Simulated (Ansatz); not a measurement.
## Si$_{2}$Ni: a film clamped to a substrate

The calculation used Ansatz 0.2.0, DFT PBE, scalar-relativistic, plane waves, PAW. The runs took a 420 eV cutoff, a Γ-centred 16×16×16 mesh and Gaussian smearing (0.15 eV). No spin polarisation. A magnetic state may lie lower. Energies are free energies at this smearing, counted from the undisturbed cell; pressure is positive in compression.

Zero of the scan (relaxed at this level; with this scan's settings it stands at -0.1 GPa):

```
CELL_PARAMETERS angstrom
0.00000 2.72341 2.72341
2.72341 0.00000 2.72341
2.72341 2.72341 0.00000
ATOMIC_POSITIONS crystal
Si 0.25000 0.25000 0.25000
Si 0.75000 0.75000 0.75000
Ni 0.00000 0.00000 0.00000
```

The cell (3 atoms, V0 = 40.40 Å³) is strained by p along both x and y and by q along z, fractional coordinates fixed. τp = (1/V0) ∂E/∂p = (σxx + σyy)(1 + p)(1 + q) and τq = (1/V0) ∂E/∂q = σzz(1 + p)², with tension positive.

| p | q | ΔE (meV/atom) | τp (GPa) | τq (GPa) |
| --- | --- | --- | --- | --- |
| 0.000 | 0.000 | 0.00 | 0.20 | 0.10 |
| -0.015 | 0.000 | 5.73 | -9.51 | -3.93 |
| 0.015 | 0.000 | 5.77 | 8.79 | 3.73 |
| 0.000 | -0.015 | 1.58 | -3.75 | -2.64 |
| 0.000 | 0.015 | 1.74 | 3.92 | 2.64 |

Problem. Get the second derivatives of the energy density.

Solution. Central differences give A = ∂τp/∂p = 610 GPa (C11 + C22 + 2 C12), C = ∂τq/∂q = 176 GPa (C33) and the cross term B = ∂τq/∂p = 255 GPa (C13 + C23); ∂τp/∂q = 256 GPa must equal B, and any difference shows higher-order terms. The ions are clamped. In a cubic crystal C11 = C = 176, C12 = B/2 = 128 GPa and A should be 2(C11 + C12) = 607 GPa; the bulk modulus is (C11 + 2 C12)/3 = 144 GPa.

Problem. A film of this crystal grows with z along the normal on a substrate that imposes p. How does its thickness respond, and what does the misfit cost?

Solution. Count p and q from the stress-free cell. A free surface needs τq = 0, so q = −(B/C) p = -1.45 p. The energy density left is (A − B²/C) p²/2 = M p², with the biaxial modulus M = 120 GPa; a misfit of 1 % costs 1.01 meV/atom, against 2.56 meV/atom if the thickness were held.

In a metal these slopes depend on the k mesh and the smearing.

The film is much easier to strain once its thickness is free: a 1 % misfit then costs 1.01 instead of 2.56 meV/atom. The reason is that C12 (128 GPa) is not far below C11 (176 GPa), so the crystal resists a change of volume much more than a tetragonal distortion. This follows from the fluorite geometry. The Ni–Si bonds point along the cube diagonals, and a volume-conserving tetragonal strain leaves their lengths unchanged to first order. What resists it is probably bond bending and the Si–Si and Ni–Ni interactions. The thickness response, -1.45 p, therefore offsets much of the in-plane area change, though not all of it.

Holding the fractional coordinates fixed costs nothing here, because the site symmetry that survives these strains forbids any internal displacement of Si or Ni. The constants are thus also the relaxed-ion ones. That would not carry over to a (111) film, whose biaxial modulus also involves C44, a shear that lets the two Si sublattices move against each other.
